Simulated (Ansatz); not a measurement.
An input for Ansatz 0.2.0 (TePb4Se3 (ordered model alloy, started on the PbTe lattice) (Cmmm)):

```yaml
crystal:
  lattice:
    - [0.0017891938, 6.1275490987, 6.1261810673]
    - [6.1279702611, 0.0, 6.1279702611]
    - [6.1261810673, 6.1275490987, 0.0017891938]
  atoms:
    - { symbol: Se, position: [0.25, 0.25, 0.25] }
    - { symbol: Se, position: [0.25, 0.25, 0.75] }
    - { symbol: Se, position: [0.25, 0.75, 0.25] }
    - { symbol: Se, position: [0.25, 0.75, 0.75] }
    - { symbol: Te, position: [0.75, 0.25, 0.25] }
    - { symbol: Se, position: [0.75, 0.25, 0.75] }
    - { symbol: Te, position: [0.75, 0.75, 0.25] }
    - { symbol: Se, position: [0.75, 0.75, 0.75] }
    - { symbol: Pb, position: [0.0111363556, 0.0, -0.0111363556] }
    - { symbol: Pb, position: [0.0054149701, -0.0054149701, 0.5054149701] }
    - { symbol: Pb, position: [0.0111363556, 0.5, -0.0111363556] }
    - { symbol: Pb, position: [0.0054149701, 0.4945850299, 0.5054149701] }
    - { symbol: Pb, position: [0.4945850299, 0.0054149701, -0.0054149701] }
    - { symbol: Pb, position: [0.4888636444, 0.0, 0.5111363556] }
    - { symbol: Pb, position: [0.4945850299, 0.5054149701, -0.0054149701] }
    - { symbol: Pb, position: [0.4888636444, 0.5, 0.5111363556] }
kpoints:
  mp_grid: { grid: [4, 4, 4] }
  band_path:
    path:
      - [[0.0, 0.0, 0.0], [0.5, 0.0, 0.0]]
      - [[0.0, 0.5, 0.0], [0.0, 0.0, 0.0], [0.0, 0.0, 0.5]]
      - [[0.5, 0.5, 0.5], [0.0, 0.0, 0.0]]
    npoints: 10
hamiltonian:
  xc: lda
  pseudopotentials: { kind: paw, azcp: { folder: soft_1 }, xc_functional: pbe }
scf:
  occupations: { method: fermi_dirac, width: 0.02 }
  n_extra_bands: 9
output:
  eigenvalues: true
  write_density: true
  write_potential: true
  elf: true
  volumetric_format: npy
```

```sh
ansatz run input.yaml --threads 4 --pin off --max-ram 17510MiB --backend cpu --events-out ev --progress --plain --runs-dir out
```

Q: How long will it take on 4 threads of Arm Neoverse V1, shared host, and how much memory?

It took 46 s; on shared hardware allow 23 s to 91 s. Peak host memory was 2.4 GiB. The sizes that set the cost: 9073 plane waves a state, 18 irreducible k points and 9 SCF cycles.

[Paths, hosts, dates, memory and timing lines, banners, echoed tables and standing remarks are left out of the program output.]

[Logs are printed without paths, hosts, clocks, repeated set-up lines and the standing remarks that a program may print on its own settings, such as how far it seeks lower states.]

[Runs of the session that timed out or met a known fault of the program may be left out.]

[Cells called generated may have been cut or substituted from an entry of the Crystallography Open Database or the Materials Project.]

[Hosts, paths, dates, database ids (printed as entryN), source tags and the programs' standing remarks are cut or masked in the printed files.]
